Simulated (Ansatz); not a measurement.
A run of Ansatz 0.2.0:

input.yaml

```yaml
crystal:
  lattice:
    - [5.5822227355, 0.0, 0.0]
    - [-2.7911113678, 4.8343466985, 0.0]
    - [0.0, 0.0, 6.08246788]
  atoms:
    - { symbol: Ti, position: [0.46693675, 0.0, 0.3333333333] }
    - { symbol: Ti, position: [0.0, 0.46693675, 0.6666666667] }
    - { symbol: Ti, position: [0.53306325, 0.53306325, 0.0] }
    - { symbol: O, position: [0.58106572, 0.85143318, 0.1206639333] }
    - { symbol: O, position: [0.72963254, 0.14856682, 0.5460027333] }
    - { symbol: O, position: [0.27036746, 0.41893428, 0.7873306] }
    - { symbol: O, position: [0.85143318, 0.58106572, 0.8793360667] }
    - { symbol: O, position: [0.14856682, 0.72963254, 0.4539972667] }
    - { symbol: O, position: [0.41893428, 0.27036746, 0.2126694] }
hamiltonian:
  xc: pbe
  pseudopotentials: { kind: nc, accuracy: stringent }
kpoints:
  mp_grid: { grid: [6, 6, 5] }
  band_path:
    path:
      - [[0.0, 0.0, 0.0], [0.5, 0.0, 0.0], [0.3333333333, 0.3333333333, 0.0], [0.0, 0.0, 0.0], [0.0, 0.0, 0.5], [0.5, 0.0, 0.5], [0.3333333333, 0.3333333333, 0.5], [0.0, 0.0, 0.5]]
      - [[0.5, 0.0, 0.5], [0.5, 0.0, 0.0]]
      - [[0.3333333333, 0.3333333333, 0.0], [0.3333333333, 0.3333333333, 0.5]]
    npoints: 10
scf:
  occupations: { method: fermi_dirac, width: 0.05 }
  n_extra_bands: 22
output:
  forces: true
  stress: true
  eigenvalues: true
  fatbands: false
```

Potentials or basis: PseudoDojo stringent (PBE files).

Run with:

```sh
$ ansatz run input.yaml --threads 4 --pin off --max-ram 11264MiB --backend cpu --events-out ev --progress --plain --runs-dir out
```

Hardware: 4 threads of Arm Neoverse N1, on a shared host.

Q: How long does it take, and how much memory?

A: It took 2.3 min on 4 threads of Arm Neoverse N1, with other jobs on the host, peak memory 2.7 GiB. Counts: scf iterations 9, plane waves 16469, k points 27, bands 58.
